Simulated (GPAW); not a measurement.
## How far to go with the k-point mesh: AlSb (R3m, 2 atoms in the cell)

```xyz
2
Lattice="0.0000 3.0608 3.0608 3.0608 0.0000 3.0608 3.0608 3.0608 0.0000" Properties=species:S:1:pos:R:3 pbc="T T T"
Al     0.0289     0.0289     0.0289
Sb     1.5304     1.5304     1.5304
```

Computed with PBE, GPAW PAW datasets PBE (gpaw-data 1.0.1) (plane waves; GPAW 25.7.0).

Base settings: mode = pw; ecut = 600 eV; xc = PBE; kpts = 4 4 4; mesh shift (steps) = 0 0 0; occupations.name = fermi-dirac; occupations.width = 0.01 eV; nbands = -6; convergence.bands = -4; symmetry.symmorphic = false.

The second cell is the first with its lattice scaled by 0.98.

Only quantities that move along the ladder and can be compared are tabulated.

The count of work is k-points × plane waves × bands × iterations; it is no time. Core times come from one kind of shared machine, to one figure; runs under 30 s give none.

The starting cell has typed, rounded lattice constants, without a prior relaxation at this level. Its lattice was rescaled by up to half a per cent. One atom was moved a little off its site on purpose. Spin-orbit coupling is off.

```csv
kpts,free energy less the last step's (meV/atom),energy of the compressed cell less the first (meV/atom),pressure (GPa),largest difference of a force vector from the last step's (eV/Å),gap on the mesh (eV),count of work / last,core time / last (rough)
2 2 2,983.76,98.23,6.96,0.044,1.025,0.0055,–
3 3 3,226.48,61.13,3.69,0.017,1.255,0.0077,–
4 4 4,65.65,53.05,2.97,0.010,1.109,0.021,–
5 5 5,21.66,50.80,2.80,0.002,1.138,0.024,–
6 6 6,7.84,50.15,2.74,0.001,1.122,0.041,–
7 7 7,3.04,49.97,2.73,0.001,1.119,0.056,–
8 8 8,1.24,49.92,2.73,0.000,1.124,0.083,–
9 9 9,0.53,49.92,2.73,0.000,1.116,0.11,–
10 10 10,0.23,49.92,2.73,0.000,1.125,0.15,–
11 11 11,0.11,49.93,2.73,0.000,1.116,0.19,0.2
12 12 12,0.05,49.94,2.73,0.000,1.125,0.24,0.3
13 13 13,0.02,49.94,2.73,0.000,1.117,0.30,0.3
15 15 15,0.01,49.94,2.73,0.000,1.119,0.44,0.5
16 16 16,0.00,49.94,2.73,0.000,1.117,0.54,0.6
18 18 18,0.00,49.94,2.73,0.000,1.116,0.74,0.8
20 20 20,0.00,49.94,2.73,0.000,1.116,1.0,1
```

Coarsest kpts that holds the pressure within 0.5 GPa of the last step, with all finer ones: 4 4 4, at 0.021 of the last step's count of work; the step before is off by 0.96 GPa.

Coarsest kpts that holds the free energy within 1 meV/atom of the last step, with all finer ones: 9 9 9, at 0.11 of the last step's count of work; the step before is off by 1.2 meV/atom.

The energy difference between the two cells stays within 1 meV/atom of the last step's from 5 5 5 on, the total only from 9 9 9 on: much of the error is common to both cells and cancels.

The gap on the mesh jumps up and down from mesh to mesh; it is no smooth measure of convergence.
